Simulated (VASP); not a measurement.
A run of VASP 6.6.1:

Contents of INCAR:

```
ALGO     = Fast           # electronic algorithm
EDIFF    = 1E-6           # SCF threshold, eV
ENCUT    = 520            # plane-wave cutoff, eV
GGA      = PE             # functional
ISIF     = 2              # what is computed and relaxed
ISMEAR   = -1             # smearing method
LASPH    = True           # aspherical terms in the spheres
LCHARG   = False          # write CHGCAR
LREAL    = False          # projectors in reciprocal space
LWAVE    = False          # write WAVECAR
NBANDS   = 8              # bands
NELM     = 100            # most SCF steps
PREC     = Accurate       # precision mode
SIGMA    = 0.05           # smearing width, eV
```

Contents of KPOINTS:

```
k-points
0
Gamma
  13 13 13
```

File POSCAR:

```
Li
1.0
   -1.7500000000      1.7500000000      1.7500000000
    1.7500000000     -1.7500000000      1.7500000000
    1.7500000000      1.7500000000     -1.7500000000
Li
1
Direct
    0.0000000000      0.0000000000      0.0000000000
```

Potentials or basis: VASP PAW PBE potentials, release 64 (Li_sv).

Launch:

```console
$ cat potpaw_PBE.64/Li_sv/POTCAR > POTCAR
$ mpirun -np 1 vasp_std > vasp.out
```

Hardware: 1 thread of Intel(R) Xeon(R) Platinum 8488C (Sapphire Rapids), on a shared host.

**Question.** Estimate the wall time of this run.

**Answer.** Wall time 7.8 s on 1 thread of Intel(R) Xeon(R) Platinum 8488C (Sapphire Rapids), on a shared host, peak memory 0.13 GiB. Counts: scf iterations 13, k points 84.
